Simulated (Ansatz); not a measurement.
**Al(111) / 1 layer Ti(0001) / Al(111): resistance against film thickness**

Aim: what a thin film of another metal adds to the resistance, first Al(111) / 1 layer Ti(0001) / Al(111).

Main program and level: Ansatz 0.2.0; Ansatz plane-wave DFT, LDA, PAW files; ballistic transport by layer matching (Landauer), zero bias; PAW set soft_1.

## (1) Starting point

The cell holds 9 atoms: 8 Al and 1 Ti. Cell: a = 2.862 Å, b = 2.862 Å, c = 21.185 Å, α = 90.0°, β = 90.0°, γ = 120.0°. It derives from Al and Ti. Regions: lead, 8 atoms (8 Al); films, 1 atom (1 Ti). The structure is stacked along c, and the current runs across the ab planes.

## (2) With 1 layer

The film is laid into the lead at the lead's in-plane lattice, and the cell closes on the lead's own image. The mesh across the current, 30×30, is finer than the density's, because channels open and close sharply across the zone. Energies from -1 to 1 eV in steps of 0.036 eV cover the slope of the Fermi function at 300 K, so the program can form a conductance.

input.yaml reads:

```yaml
crystal:
  lattice:
    - [2.862347037, 0.0, 0.0]
    - [-1.4311735185, 2.4788652485, 0.0]
    - [0.0, 0.0, 21.1854679573]
  atoms:
    - { symbol: Al, position: [0.0, 0.0, 0.0551580115] }
    - { symbol: Al, position: [0.3333333333, 0.6666666667, 0.1654740344] }
    - { symbol: Al, position: [0.6666666667, 0.3333333333, 0.2757900573] }
    - { symbol: Al, position: [0.0, 0.0, 0.3861060803] }
    - { symbol: Ti, position: [0.3333333333, 0.6666666667, 0.5] }
    - { symbol: Al, position: [0.6666666667, 0.3333333333, 0.6138939197] }
    - { symbol: Al, position: [0.0, 0.0, 0.7242099427] }
    - { symbol: Al, position: [0.3333333333, 0.6666666667, 0.8345259656] }
    - { symbol: Al, position: [0.6666666667, 0.3333333333, 0.9448419885] }
kpoints:
  mp_grid: { grid: [15, 15, 2] }
hamiltonian:
  xc: lda
  pseudopotentials: { kind: paw, azcp: { folder: soft_1 }, xc_functional: pbe }
scf:
  occupations: { method: fermi_dirac, width: 0.1 }
output:
  transmission: { leads: [[0, 1]], kmesh: [30, 30], e_range: [-1.0, 1.0], de: 0.036 }
  write_potential: true
  write_density: true
  volumetric_format: npy
  elf: true
```

Run with:

```
$ ansatz run input.yaml --threads 4 --pin off --max-ram 8192MiB --backend cpu --events-out ev --progress --plain --runs-dir out
```

Numbers of over 12 decimals in the logs are rounded to 6 here.

The program printed:

```text
Engine: ansatz 0.2.0, aarch64-unknown-linux-gnu
Pseudopotentials: kind: paw
Pseudopotential: Al, paw, valence charge 3, recommended cutoff 420 eV (normal), soft_1/Al.paw.azcp
Pseudopotential: Ti, paw, valence charge 12, recommended cutoff 420 eV (normal), soft_1/Ti.paw.azcp
Functional definition: SPW92
  exchange = slater_x
  correlation = pw_c
Crystal: 9 atoms, lattice volume = 150.319 Å³
Basis set: ecut = 420 eV, 2975 PW (Γ)
Bands: 27, of which v1, the nominal top of the filled ones, is band 18 counted from 1 (17 counted from 0)
Symmetry: 12 space group operations
Space group: P-3m1 (ITA 164), of the structure as read, at distance tolerance 5.3e-5 Å
k-points: 54 of 450
Non-local potential: Al, projectors of the file, l = 0: 2, l = 1: 2, l = 2: 1
Non-local potential: Ti, projectors of the file, l = 0: 3, l = 1: 2, l = 2: 3, l = 3: 1
PAW form: soft (Blöchl's): semilocal exchange-correlation on the pseudo side does not see the compensation charge
PAW frozen core: Al, regenerated for the run's functional, and the local potential with it (the file was generated under x = pbe(κ = 0.804, μ = 0.219515), c = pbe(β = 0.066725))
PAW frozen core: Ti, regenerated for the run's functional, and the local potential with it (the file was generated under x = pbe(κ = 0.804, μ = 0.219515), c = pbe(β = 0.066725))
PAW one-centre angular grid: Al, 110 points (default); XC on 64 Gauss nodes
PAW one-centre angular grid: Ti, 590 points (default); XC on 64 Gauss nodes
Initial density: superposition of atomic densities (chi_scale 0.1, normalization cell, long waves kept (reshape's long-wave potential 0.42 eV rms))
Initial wavefunctions: pseudopotential atomic-orbital guess
Functional: x = slater, c = lda
SCF iter   1: F=—  HF=-6557.404552 eV  |F-HF|=—  |Δ(HF+E_count)|=         —  Δρ=6.83e-2  dr2=2.02e2  ethr=3.10e-3  ⟨swp⟩=7.2  Hψ=7330  notcnv=0  defer=3
preconditioner: auto → Kerker (q_TF=auto, 2.150 Å⁻¹)  [metal: Δε(μ)=0.004 eV  Ē_g=6.007 eV  σ=0.100 eV  W_gap=0.01  n_scr=14 (ndim 8)  ℏωp=16.0 eV  f_vac=0.000  D(μ)=4.72/eV (n_scr^D=16)]
SCF iter   2: F=—  HF=-6554.976693 eV  |F-HF|=—  |Δ(HF+E_count)|=    2.43e0  Δρ=3.90e-2  dr2=7.15e1  ethr=3.10e-3  ⟨swp⟩=2.3  Hψ=2125  notcnv=0  defer=17
SCF iter   3: F=—  HF=-6553.743094 eV  |F-HF|=—  |Δ(HF+E_count)|=    1.23e0  Δρ=7.37e-3  dr2=1.08e0  ethr=3.10e-3  ⟨swp⟩=3.3  Hψ=3051  notcnv=0  defer=25
SCF iter   4: F=—  HF=-6553.705800 eV  |F-HF|=—  |Δ(HF+E_count)|=   3.73e-2  Δρ=1.90e-3  dr2=1.02e-1  ethr=3.01e-3  ⟨swp⟩=2.1  Hψ=1980  notcnv=0  defer=21
SCF iter   5: F=—  HF=-6553.702870 eV  |F-HF|=—  |Δ(HF+E_count)|=   2.93e-3  Δρ=8.07e-4  dr2=2.20e-2  ethr=2.84e-4  ⟨swp⟩=1.0  Hψ=1452  notcnv=0  defer=22
SCF iter   6: F=—  HF=-6553.702391 eV  |F-HF|=—  |Δ(HF+E_count)|=   4.79e-4  Δρ=2.53e-4  dr2=9.93e-4  ethr=6.12e-5  ⟨swp⟩=1.0  Hψ=1436  notcnv=0  defer=22
SCF iter   7: F=—  HF=-6553.702343 eV  |F-HF|=—  |Δ(HF+E_count)|=   4.86e-5  Δρ=3.92e-5  dr2=2.06e-5  ethr=2.76e-6  ⟨swp⟩=1.0  Hψ=1436  notcnv=0  defer=22
SCF iter   8: F=—  HF=-6553.702341 eV  |F-HF|=—  |Δ(HF+E_count)|=   1.83e-6  Δρ=6.31e-6  dr2=2.90e-7  ethr=5.74e-8  ⟨swp⟩=1.4  Hψ=1517  notcnv=0  defer=22
SCF iter   9: F=-6553.702341 eV  HF=-6553.702341 eV  |F-HF|=1.04e-8  |Δ(HF+E_count)|=   3.34e-8  Δρ=1.22e-6  dr2=1.12e-8  ethr=2.78e-10  ⟨swp⟩=6.6  Hψ=4855  notcnv=0
SCF 1 converged in 9 iterations: F = -6553.702341 eV  dr2 = 1.12e-8
  greatest PAW one-centre occupation: 0.998 electrons in one spin orbital (limit 2), on the Ti atom at site 4 (counted from 0), in its partial waves of l = 0
transmission: 246 of 2457 steps passed
transmission: 497 of 2457 steps passed
[...]
transmission: 2457 of 2457 steps passed
SCF converged after 9 iterations
Free energy (F): -6553.702341 eV
Harris-Foulkes:  -6553.702341 eV  (|F-HF|=1.04e-8)
Internal energy: -6553.548876 eV  (E = F + TS)
E sigma→0 (E₀):  -6553.625608 eV
Entropy (-TS):   -0.153465 eV (-17.052 meV/atom)
Fermi energy:    8.208037 eV
--- Per-component energies (eV) ---
  E_band       = -122.821160
  E_kinetic    = 459.938693
  E_local      = -3870.642646  (includes V_loc(G=0)·N_el)
  E_nonlocal   = 150.047246
  E_hartree    = 1861.388610
  E_xc         = -413.503556
  E_vxc        = -379.945082  (∫ρ·V_xc dr)
  E_paw        = -4555.229847  (= ΣΔE_a)
  E_vpaw       = -205.003789  (= ΣTr[D̂ρ^β])
  E_aug_tail   = -0.000115  (compensation charges beyond the density's cutoff)
  E_ewald      = -186.318945
  E_core_change = 0.771683  (= ΣΔE_core)
  E_smearing   = -0.153465  (= −TS)
  E_closure    = -0.000000  (closes the sum)
  Σ components = -6553.702341   (vs F -6553.702341, Δ=0.00e0)
--- Band table (eV; the first three rows and the last of 54) ---
  k-point 0: bands = [... 14 lower, 5.7828, 7.6847, 9.2944, 9.3330, 9.3330, 10.6747, 10.7556, 10.7556, ... 5 higher]
  k-point 1: bands = [... 14 lower, 6.6198, 7.4774, 9.0569, 9.3330, 9.3330, 10.7556, 10.7556, 11.2204, ... 5 higher]
  k-point 2: bands = [... 14 lower, 5.8667, 7.7674, 9.2088, 9.3339, 9.4243, 10.7232, 10.7267, 10.7482, ... 5 higher]
  k-point 53: bands = [... 14 lower, 6.1358, 6.2069, 6.5864, 6.5864, 7.1609, 7.2411, 7.2411, 7.3110, ... 5 higher]
--- Transmission ---
  basis      : 61 plane waves across, 27 finite elements along
  points     : 91, standing for a mesh of 30 x 30
  filling    : by the input's occupations and mesh, since the crystals that have channels conduct as metals do. If one of these is a semiconductor, that mesh has misplaced its level
  energies   : 56 from -1.000000 to 0.980000 eV about the Fermi level, 0.036000 eV apart; the leads are filled to 0.000000 eV, and channels, transmission and decay are at 0.008000 eV
  crystal 0  : Al1, at the sites [0, 1], period 2.3371 Å, over 18.70 Å; its Hamiltonian steps by up to 8.1 meV
    offset         : up to 0.0000 Å between an atom of the period and one for which it stands
    filled         : 2.9 meV over the level at which it is neutral
    channels       : 1.367778e0 a spin
    conductance    : 1.4954e15 S/m² at 300 K; may be off by some 0.0 % by where its bands' edges are placed, 3.9 % from the k-mesh, 0.0 % from the distance to neutral
    slowest decay  : 0.0600 /Å at (0.3000, 0.3000)
  junction   : crystal 0 to crystal 0, 0.70 to 19.55 Å
    transmission   : 4.613080e-1 a spin
    conductance    : 5.0204e14 S/m² at 300 K (4.4955e14 on every other point, 5.0165e14 on every other energy)
    error estimate : 0.1 % from the energy spacing and 0.0 % from band edges of the leads and from resonances (wavevectors taken as independent; lower de), 8.4 % from the k-mesh, 3.9 % from the steps of its leads' Hamiltonians or their offsets (lay more layers), 0.0 % from the distance to neutral
    resistance     : 1.3232e-3 Ω µm² beyond half of each lead's own
```

Elapsed: 63 s, on 4 threads of Arm Neoverse V1, shared host; peak memory 0.52 GiB; 4 min of CPU time.

Reading the cycles: dr2 is the Hartree energy of the density residual (eV), the measure of convergence; HF is the Harris–Foulkes estimate of the energy, which meets the free energy F at convergence.

Numbers from this step:

```yaml
free_energy: -6553.7023 eV
energy_at_zero_smearing: -6553.6256 eV
fermi_energy: 8.208 eV
cell_area: 7.095 Å²
step_of_the_lead_s_potential: 8.1 meV
ballistic_conductance_of_the_lead: 1.50e15 S/m²
estimated_errors_of_the_lead_s_conductance: 0, 3.9, 0 % (band edges, k-mesh, distance from neutral)
lead_conductance_per_cell: 1.369 G₀
conductance_of_the_junction: 5.02e14 S/m²
junction_conductance_per_cell: 0.4597 G₀
estimated_errors_of_the_junction_s_conductance: 0.1, 0, 8.4, 3.9, 0 % (energy step, band edges, k-mesh, leads' steps, distance from neutral)
area_resistance_that_the_stack_adds_contact_term_taken_off_spin_by_spin: 1.323 fΩ m²
```

Per spin. Table of transmission, zone mean by energy, zero at the Fermi level:

energy (eV), transmission, zone mean and a bar from the least value:
```
   -1.000      0.719 ##############################
   -0.928      0.717 ##############################
   -0.856      0.690 ###########################
   -0.784      0.662 ########################
   -0.712      0.641 #####################
   -0.676      0.622 ###################
   -0.604      0.604 #################
   -0.532      0.574 ##############
   -0.460      0.530 #########
   -0.388      0.505 #######
   -0.316      0.483 ####
   -0.244      0.456 #
   -0.172      0.447 
   -0.100      0.444 
   -0.028      0.465 ##
    0.008      0.461 ##
    0.080      0.446 
    0.152      0.475 ###
    0.224      0.501 ######
    0.296      0.514 ########
    0.368      0.562 #############
    0.440      0.520 ########
    0.512      0.533 ##########
    0.584      0.547 ###########
    0.656      0.560 #############
    0.692      0.561 #############
    0.764      0.552 ############
    0.836      0.561 #############
    0.908      0.583 ###############
    0.980      0.594 ################
```

Per spin. The open channels, zone mean, lead by energy, zero at the Fermi level:

```csv
energy (eV),"open channels, zone mean, lead"
-1.000,1.24
-0.964,1.26
-0.892,1.26
-0.856,1.27
-0.784,1.27
-0.748,1.27
-0.676,1.29
-0.640,1.28
-0.568,1.29
-0.532,1.28
-0.460,1.28
-0.424,1.26
-0.352,1.31
-0.316,1.31
-0.244,1.31
-0.208,1.30
-0.136,1.30
-0.100,1.33
-0.028,1.37
0.008,1.37
0.080,1.37
0.116,1.39
0.188,1.45
0.224,1.44
0.296,1.45
0.332,1.47
0.404,1.49
0.440,1.47
0.512,1.48
0.548,1.48
0.620,1.52
0.656,1.51
0.728,1.49
0.764,1.52
0.836,1.52
0.872,1.52
0.944,1.57
0.980,1.57
```

Transmission over k1 and k2. At 0.0080 eV from the Fermi level.

Ten even steps from '0' (0.00) to '9' (1.00), each cell a mean:
```
887243219323328687764497855567
753553219952245374765594357556
435543179988723454444591332855
133322466768763333331383214175
621265543466543534621297332168
878897432222222234788898877878
126997732110001123597991225554
332497942100000001268892224555
734277642100000000124678134677
855424432100000000001345135387
881542632100000000001234524528
889453253210000000000123432457
777443186531000000000124575242
466643239884210000000124989223
145552219969521100001124869942
677776669999743221111223579996
886323689323854433454333468323
177142149312222535698755522222
346722419434344333897898134443
765583139556726454227992135542
876556778456778473321591234349
887741499224778886641297214588
```
Columns: k1 (b1) from -0.5 to 0.467; rows upwards: k2 (b2) from -0.5 to 0.467.

Open channels over k1 and k2. At 0.0080 eV from the Fermi level.

Ten even steps from '_' (0.33) to '@' (2.00), each cell a mean:
```
@@@@%%++@@@@@@======%%@@@@++@@%%@@@@@@@@@@@@@@++@@@@@@@@@@@@
@@**##@@@@@@**--======****@@@@##@@**@@@@@@@@@@**--**@@@@@@@@
++%%@@@@@@@@--------------++@@@@@@%%@@++@@@@@@--::--++@@@@@@
++@@@@####----------------------######@@++@@@@++..__--..@@@@
******====----------------------------**********++====..@@**
==========--------------------------------------@@@@@@@@@@@@
##**--------------------------------------------@@##@@@@@@@@
--@@##------------------------------------------@@##++@@@@@@
@@%%@@++----------------------------------------==@@@@%%@@@@
@@**@@@@**----------------------------------------@@@@**@@@@
@@@@++@@@@==--------------------------------------++@@@@++@@
@@@@@@%%@@@@==--======================----------====%%@@@@%%
@@@@@@##@@@@------------------------------------------**@@##
++@@@@@@++@@%%--====----==--==--------------------------@@@@
++@@@@@@@@++@@--------------------------------------------##
**@@@@@@@@@@@@----------------------------------------------
==++@@--====%%==========--------------------------------====
##@@@@__--..__##@@@@##@@******----------------------****@@@@
--@@@@##--..----@@@@##++@@@@@@####----------------##@@@@@@@@
@@@@@@@@@@++__++@@@@@@@@@@++@@%%@@@@++++--------++@@@@@@%%++
@@@@@@@@@@@@@@##@@@@@@@@@@@@@@**@@##@@@@**------@@@@@@##**@@
@@@@@@@@++++@@--++@@++++@@@@@@@@@@%%@@++++%%----@@++++%%@@@@
```
Columns: k1 (b1) from -0.5 to 0.467; rows upwards: k2 (b2) from -0.5 to 0.467.

Valence density in the ca plane at fractional y = 0.667, with atoms of Al and Ti within 0.2 Å of it. It is the smooth field of the valence electrons, not physical close to the nuclei.

Values in units of 1e0 e/Å³, 5 rows by 16 columns, each cell a mean:
```
0.2 0.2 0.2 0.2 0.2 0.2 0.2 0.2 0.2 0.2 0.2 0.2 0.2 0.2 0.2 0.2
0.2 0.2 0.2 0.2 0.2 0.2 0.2 0.2 0.2 0.6 0.2 0.2 0.2 0.2 0.2 0.2
0.2 0.2 0.1 0.2 0.2 0.1 0.2 0.2 0.6 5.8 0.6 0.2 0.2 0.1 0.2 0.2
0.2 0.2 0.1 0.2 0.2 0.1 0.2 0.2 0.8 8.1 0.8 0.2 0.2 0.1 0.2 0.2
0.2 0.2 0.2 0.2 0.2 0.2 0.2 0.2 0.3 1.4 0.3 0.2 0.2 0.2 0.2 0.2
```
Columns run along c (16.0 Å, from fractional 0.07 to 0.82 of the cell), rows up along a (2.9 Å). Atoms in or near the plane, at fractional coordinates: Al at (0.17, 0.33), Ti at (0.50, 0.33).

Electrostatic potential energy in the ca plane at fractional y = 0.667, with atoms of Al and Ti within 0.2 Å of it. With pseudopotentials it is smooth inside the atoms' cores, unlike the true potential.

Ten even steps from '0' (-28 eV) to '9' (10 eV), each cell a mean:
```
57899988999755789865689998899987567997657899
57899989999755789865689998899987567997557899
78998766899877899877799975578998778998778998
89986565689988999998999730026999889999889986
99985798579999999999999500004899999999999985
99985798579999999999999500004899999999999985
89986565589998999999999720016999999999989986
78998656899877899887899974468998778998778998
```
Columns run along c (16.0 Å, from fractional 0.07 to 0.82 of the cell; values clipped at the 3rd and 97th percentile), rows up along a (2.9 Å). Atoms in or near the plane, at fractional coordinates: Al at (0.17, 0.33), Ti at (0.50, 0.33).

ELF in the ca plane at fractional y = 0.667, with atoms of Al and Ti within 0.2 Å of it. It is the smooth field of the valence electrons, not physical close to the nuclei.

Ten even steps from '0' (0.08) to '9' (0.74), each cell a mean:
```
66656787656667887766787422124677667788766656
66656787656667888765687532224687667888766656
87767777766787766777875112311478777667787767
87777312677887544578873048850268875445688777
77785020488876322468861289993157874223577886
77785040488875322468861299893157874223577885
77777201687887533578862058961158875434688777
87767767767887766678875103310478877666788767
```
Columns run along c (16.0 Å, from fractional 0.07 to 0.82 of the cell), rows up along a (2.9 Å). Atoms in or near the plane, at fractional coordinates: Al at (0.17, 0.33), Ti at (0.50, 0.33).

The lead's potential steps by 8.1 meV from period to period, small in itself. The program estimates the junction's conductance to 8.4 % from the k-mesh, 0 % from the leads' distance from neutral and 3.9 % from their steps.

By hand: 1/G − 1/G_lead = 1/0.5020 − 1/1.495 = 1.32 fΩ m² with G in 10¹⁵ S/m².

## (3) With 3 layers, k-mesh 15×15×1, film layers 3

The stack now holds 3 film layers; the k-mesh follows the cell, and the energies span -0.27 to 0.27 eV.

System of this step: Al(111) / 3 layers Ti(0001) / Al(111). The cell holds 11 atoms: 8 Al and 3 Ti. Its edges and angles: a = 2.862 Å, b = 2.862 Å, c = 26.163 Å, α = 90.0°, β = 90.0°, γ = 120.0°. It derives from Al and Ti. Regions: lead, 8 atoms (8 Al); films, 3 atoms (3 Ti). The structure is stacked along c, and the current runs across the ab planes.

input.yaml reads:

```yaml
crystal:
  lattice:
    - [2.862347037, 0.0, 0.0]
    - [-1.4311735185, 2.4788652485, 0.0]
    - [0.0, 0.0, 26.1628587651]
  atoms:
    - { symbol: Al, position: [0.0, 0.0, 0.044664396] }
    - { symbol: Al, position: [0.3333333333, 0.6666666667, 0.133993188] }
    - { symbol: Al, position: [0.6666666667, 0.3333333333, 0.22332198] }
    - { symbol: Al, position: [0.0, 0.0, 0.3126507721] }
    - { symbol: Ti, position: [0.3333333333, 0.6666666667, 0.4048767787] }
    - { symbol: Ti, position: [0.6666666667, 0.3333333333, 0.5] }
    - { symbol: Ti, position: [0.3333333333, 0.6666666667, 0.5951232213] }
    - { symbol: Al, position: [0.6666666667, 0.3333333333, 0.6873492279] }
    - { symbol: Al, position: [0.0, 0.0, 0.77667802] }
    - { symbol: Al, position: [0.3333333333, 0.6666666667, 0.866006812] }
    - { symbol: Al, position: [0.6666666667, 0.3333333333, 0.955335604] }
kpoints:
  mp_grid: { grid: [15, 15, 1] }
hamiltonian:
  xc: lda
  pseudopotentials: { kind: paw, azcp: { folder: soft_1 }, xc_functional: pbe }
scf:
  occupations: { method: fermi_dirac, width: 0.1 }
output:
  transmission:
    leads: [[0, 1]]
    kmesh: [30, 30]
    e_range: [-0.27, 0.27]
    de: 0.036
  write_potential: true
  write_density: true
  volumetric_format: npy
```

The program printed:

```text
[...]
Crystal: 11 atoms, lattice volume = 185.635 Å³
Basis set: ecut = 420 eV, 3639 PW (Γ)
Bands: 41, of which v1, the nominal top of the filled ones, is band 30 counted from 1 (29 counted from 0)
Symmetry: 6 space group operations
[...]
k-points: 27 of 225 (time reversal used)
[...]
--- Transmission ---
  basis      : 61 plane waves across, 33 finite elements along
  points     : 91, standing for a mesh of 30 x 30
[...]
filled         : 3.0 meV under the level at which it is neutral
    channels       : 1.367778e0 a spin
[...]
slowest decay  : 0.0591 /Å at (0.3000, 0.3000)
  junction   : crystal 0 to crystal 0, 0.70 to 24.52 Å
    transmission   : 3.586887e-1 a spin
[...]
resistance     : 1.9909e-3 Ω µm² beyond half of each lead's own
[key lines of the parts left out:]
SCF converged after 10 iterations
Free energy (F): -11454.161387 eV
Fermi energy:    9.039050 eV
```

Wall time 41 s (4 threads); peak memory 0.52 GiB.

This step gave:

* free energy: -11454.1614 eV
* energy at zero smearing: -11454.0348 eV
* Fermi energy: 9.039 eV
* step of the lead's potential: 4.6 meV
* ballistic conductance of the lead: 1.49e15 S/m²
* estimated errors of the lead's conductance: 0, 3.9, 0.1 % (band edges, k-mesh, distance from neutral)
* lead conductance per cell: 1.368 G₀
* conductance of the junction: 3.76e14 S/m²
* junction conductance per cell: 0.3442 G₀
* estimated errors of the junction's conductance: 0.3, 0, 12.1, 4.5, 0.5 % (energy step, band edges, k-mesh, leads' steps, distance from neutral)
* area resistance that the stack adds (contact term taken off, spin by spin): 1.991 fΩ m²

Per spin. The transmission, zone mean by energy, zero at the Fermi level:

```
energy (eV)  transmission, zone mean
     -0.270                    0.417
     -0.234                    0.387
     -0.198                    0.371
     -0.162                    0.343
     -0.126                    0.333
     -0.090                    0.305
     -0.054                    0.311
     -0.018                    0.328
      0.018                    0.359
      0.054                    0.363
      0.090                    0.399
      0.126                    0.446
      0.162                    0.466
      0.198                    0.510
      0.234                    0.443
      0.270                    0.427
```

The conductance of the junction is 3.8e14 S/m², 25 % under the 5.0e14 S/m² of the last finished run.

(Part 1 of 2 ends here.)

[Logs are printed without paths, hosts, clocks, repeated set-up lines and the standing remarks that a program may print on its own settings, such as how far it seeks lower states.]

[Hosts, paths, dates, database ids (printed as entryN), source tags and the programs' standing remarks are cut or masked in the printed files.]
